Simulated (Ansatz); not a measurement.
Molecular dynamics on a 2×2×1 supercell (16 atoms) of AgI (P6_3mc), relaxed with r2SCAN. Forces come from r2SCAN in the plane-wave code Ansatz: constant energy and volume (NVE), velocities drawn at 200 K, steps of 3 fs. Computed, non-magnetic; the trajectory is short and the cell small, so nothing here is a converged average.

```yaml
crystal:
  lattice:
    - [9.3014843027, 0.0, 0.0]
    - [-4.6507421514, 8.0553216991, 0.0]
    - [0.0, 0.0, 7.5997163705]
  atoms:
    - { symbol: Ag, position: [0.3333333333, 0.1666666667, 0.6275238183] }
    - { symbol: Ag, position: [0.1666666667, 0.3333333333, 0.1275238183] }
    - { symbol: I, position: [0.3333333333, 0.1666666667, 0.0024761817] }
    - { symbol: I, position: [0.1666666667, 0.3333333333, 0.5024761817] }
    - { symbol: Ag, position: [0.3333333333, 0.6666666667, 0.6275238183] }
    - { symbol: Ag, position: [0.1666666667, 0.8333333333, 0.1275238183] }
    - { symbol: I, position: [0.3333333333, 0.6666666667, 0.0024761817] }
    - { symbol: I, position: [0.1666666667, 0.8333333333, 0.5024761817] }
    - { symbol: Ag, position: [0.8333333333, 0.1666666667, 0.6275238183] }
    - { symbol: Ag, position: [0.6666666667, 0.3333333333, 0.1275238183] }
    - { symbol: I, position: [0.8333333333, 0.1666666667, 0.0024761817] }
    - { symbol: I, position: [0.6666666667, 0.3333333333, 0.5024761817] }
    - { symbol: Ag, position: [0.8333333333, 0.6666666667, 0.6275238183] }
    - { symbol: Ag, position: [0.6666666667, 0.8333333333, 0.1275238183] }
    - { symbol: I, position: [0.8333333333, 0.6666666667, 0.0024761817] }
    - { symbol: I, position: [0.6666666667, 0.8333333333, 0.5024761817] }
kpoints:
  mp_grid: { grid: [3, 3, 2] }
hamiltonian:
  xc: r2scan
scf:
  occupations: { method: fermi_dirac, width: 0.02 }
md:
  ensemble: nve
  temperature: 200
  timestep: 3.0
  n_steps: 20
  initial_velocities: maxwell_boltzmann
  seed: 2826
```

Command: `ansatz run input.yaml --threads 4 --pin off --max-ram 3686MiB --backend cpu --events-out ev --progress --plain --runs-dir out`. It ended after 7.7 min on 4 threads of Arm Neoverse V1, with other jobs on the host; peak host memory 2.9 GiB.

```csv
step,t (fs),T (K),free energy F from step 0 (meV/atom),kinetic energy (meV/atom),largest force (eV/Å)
0,0,200,0.0,24.2,0.00
1,3,200,0.1,24.2,0.04
2,6,198,0.2,24.0,0.08
3,9,196,0.5,23.7,0.12
4,12,193,0.9,23.3,0.16
5,15,189,1.4,22.8,0.19
6,18,184,2.0,22.3,0.22
7,21,178,2.6,21.6,0.26
```

The temperature goes from 200 K to 178 K in 21 fs. The conserved energy stays within 0.00 meV an atom. By the last step the atoms have moved 0.04 Å in the root mean square, the drift of the whole cell taken out, 0.06 Å at most. The job's limit cut the run after 7 of 20 steps.

Positions (Å) and forces (eV/Å) at step 7:
```
Ag   2.316   1.331   4.715     0.054  -0.054   0.121
Ag   0.018   2.669   0.987     0.006   0.018   0.068
I    2.312   1.332   0.013     0.115   0.012  -0.065
I    0.015   2.662   3.858    -0.132   0.116  -0.130
Ag   0.004   5.394   4.774    -0.020  -0.065   0.013
Ag  -2.328   6.732   0.972     0.046  -0.069  -0.053
I    0.028   5.345   0.023    -0.124   0.060  -0.007
I   -2.320   6.703   3.807     0.004  -0.029   0.037
Ag   6.974   1.363   4.769    -0.087  -0.093  -0.094
Ag   4.631   2.719   0.993     0.014  -0.134  -0.074
I    6.999   1.387  -0.004    -0.135  -0.112   0.096
I    4.603   2.720   3.808     0.178  -0.175   0.060
Ag   4.678   5.355   4.795    -0.021   0.080   0.008
Ag   2.287   6.737   0.976     0.096   0.050  -0.084
I    4.659   5.350   0.028    -0.046   0.171  -0.009
I    2.328   6.656   3.793     0.053   0.224   0.113
```
